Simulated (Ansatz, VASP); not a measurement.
## ZrC in VASP and in Ansatz

Contents of INCAR:

```
SYSTEM = ZrC
ALGO = Normal
EDIFF = 1E-7
ENCUT = 520
GGA = PE
ISIF = 2
ISMEAR = -1
LASPH = .True.
LCHARG = .False.
LREAL = .False.
LWAVE = .False.
NBANDS = 15
NELM = 100
PREC = Accurate
SIGMA = 0.05
```

KPOINTS

```
k-points
0
Gamma
  9 9 9
  0 0 0
```

The input POSCAR:

```
ZrC
1.0
    0.0000000000      2.4935560315      2.4935560315
    2.4935560315      0.0000000000      2.4935560315
    2.4935560315      2.4935560315      0.0000000000
Zr C
1 1
Direct
    0.5000000000      0.5000000000      0.5000000000
    0.7500000000      0.7500000000      0.7500000000
```

Contents of input.yaml:

```yaml
crystal:
  lattice:
    - [0.0, 2.4935560315, 2.4935560315]
    - [2.4935560315, 0.0, 2.4935560315]
    - [2.4935560315, 2.4935560315, 0.0]
  atoms:
    - { symbol: Zr, position: [0.5, 0.5, 0.5] }
    - { symbol: C, position: [0.75, 0.75, 0.75] }
hamiltonian:
  xc: pbe
  pseudopotentials: { kind: paw }
kpoints:
  mp_grid: { grid: [9, 9, 9] }
scf:
  occupations: { method: fermi_dirac, width: 0.05 }
output:
  forces: true
  stress: true
  eigenvalues: true
  write_density: true
  write_potential: true
  elf: true
  volumetric_format: npy
```

Change from the starting cell: volume scaled by 0.94.

Alike in both runs: task single point; functional PBE; k mesh 9 × 9 × 9; occupations fermi-dirac, width 0.05 eV; no spin polarisation.

```csv
,VASP,Ansatz
version,VASP 6.6.1,Ansatz 0.2.0
potentials or method,"VASP PAW PBE potentials, release 64 (Zr_sv, C)",Ansatz PAW
plane-wave cutoff (eV),520,420
valence electrons in the cell,16,16
```

```tsv
	VASP	Ansatz	Ansatz less VASP
gap on the k mesh at the Fermi level (eV)	0.52	0.52	-0.002
least direct gap on the mesh (eV)	0.53	0.53	-0.002
pressure (GPa)	10.2	10.1	-0.16
```

The functional is the same, so the differences come from potentials, cutoffs and numerics.

Caveats: an odd mesh through Γ misses points on the zone boundary, where band edges often lie (VASP); odd divisions of the mesh miss points on the zone boundary, where band edges often lie, so the gap on the mesh can be too wide (Ansatz).
